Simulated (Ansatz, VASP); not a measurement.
Bi: VASP beside Ansatz

```xyz
1
Lattice="-1.9814 1.9814 1.9814 1.9814 -1.9814 1.9814 1.9814 1.9814 -1.9814" Properties=species:S:1:pos:R:3 pbc="T T T"
Bi    0.0000    0.0000    0.0000
```

This isn't the form of Bi at room conditions, which is rhombohedral.

Alike in both runs: task single point; functional PBE; k mesh 9 × 9 × 9; occupations gaussian, width 0.1 eV; no spin polarisation.

|  | VASP | Ansatz |
| --- | --- | --- |
| version | VASP 6.6.1 | Ansatz 0.2.0 |
| potentials or method | VASP PAW PBE potentials, release 64 (Bi_d) | Ansatz PAW |
| plane-wave cutoff (eV) | 520 | 420 |
| valence electrons in the cell | 15 | 15 |

|  | VASP | Ansatz | Ansatz less VASP |
| --- | --- | --- | --- |
| gap on the k mesh at the Fermi level (eV) | none | none | - |
| pressure (GPa) | 0.8 | 0.9 | +0.06 |

A gap of «none» marks a metal or a gap that the smearing closes. The functional is the same, so the differences come from potentials, cutoffs and numerics.

Caveats: spin-orbit coupling is left out, which moves the levels of the heavy elements.
